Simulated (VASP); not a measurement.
Crystal: LiCl.

```
CELL_PARAMETERS angstrom
0.00000 2.56477 2.56477
2.56477 0.00000 2.56477
2.56477 2.56477 0.00000
ATOMIC_POSITIONS crystal
Li 0.00000 0.00000 0.00000
Cl 0.50000 0.50000 0.50000
```

| Quantity | Value |
| --- | --- |
| Program | VASP 6.6.1 |
| Task | relaxation of cell and atoms |
| Functional | PBEsol |
| Potentials or basis | VASP PAW PBE potentials, release 64 (Li_sv, Cl) |
| Cutoff | 600 eV |
| k mesh | 10 × 10 × 10 |
| Occupations | gaussian, width 0.03 eV |
| Spin | no spin polarisation |

At the start: pressure -1.3 GPa; volume 16.87 Å³/atom.

Task: How do energy, volume and symmetry change on relaxing?

Result: Over 4 steps the energy falls by 2.8 meV/atom and the volume is 16.20 Å³/atom (-4.0 %); space group Fm-3m (No. 225, to 0.05 Å).

The path:
```csv
step,energy change (eV),largest force (eV/Å),pressure (GPa),volume (Å³)
1,0.0000,0.0000,-1.30,33.74
2,-0.0042,0.0000,-0.68,33.08
3,-0.0056,0.0000,-0.11,32.51
4,-0.0057,0.0000,-0.04,32.41
```

Final structure:
```
Li Cl
1.0
     0.00000    2.53052    2.53052
     2.53052    0.00000    2.53052
     2.53052    2.53052    0.00000
Li Cl
1 1
Direct
  0.00000 0.00000 0.00000
  0.50000 0.50000 0.50000
```

Caveat: the cutoff is under 1.25 times the usual one of these potentials, so pressure, stress and relaxed cells hold a basis-set (Pulay) error; the PAW data sets were made with another functional, which shifts forces and pressure a little.
